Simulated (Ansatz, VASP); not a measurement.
Hf in VASP and in Ansatz

```
CELL_PARAMETERS angstrom
3.12363 0.00000 0.00000
-1.56182 2.70515 0.00000
0.00000 0.00000 27.43542
ATOMIC_POSITIONS crystal
Hf 0.33333 0.66667 0.25514
Hf 0.66667 0.33333 0.34091
Hf 0.33333 0.66667 0.43466
Hf 0.66667 0.33333 0.52296
```

Alike in both runs: task relaxation of the atoms; functional PBEsol; dispersion D3(BJ); k mesh 12 × 12 × 1; occupations methfessel-paxton of order 1, width 0.1 eV; no spin polarisation.

|  | VASP | Ansatz |
| --- | --- | --- |
| version | VASP 6.6.1 | Ansatz 0.2.0 |
| potentials or method | VASP PAW PBE potentials, release 64 (Hf_pv) | scalar-relativistic, plane waves, PAW |
| plane-wave cutoff (eV) | 520 | 420 |
| valence electrons in the cell | 40 | 104 |

```tsv
	VASP	Ansatz	Ansatz less VASP
gap on the k mesh at the Fermi level, each at its own relaxed structure (eV)	none	none	-
energy change over the relaxation (meV/atom)	-7	-5	+1.1
```

A gap of «none» marks a metal or a gap that the smearing closes. The two sets of potentials don't hold the same shells in valence. Ansatz warned: «xc_potential_rough_in_thin_density».

 Spin-orbit coupling is left out, which matters for the levels of Hf.
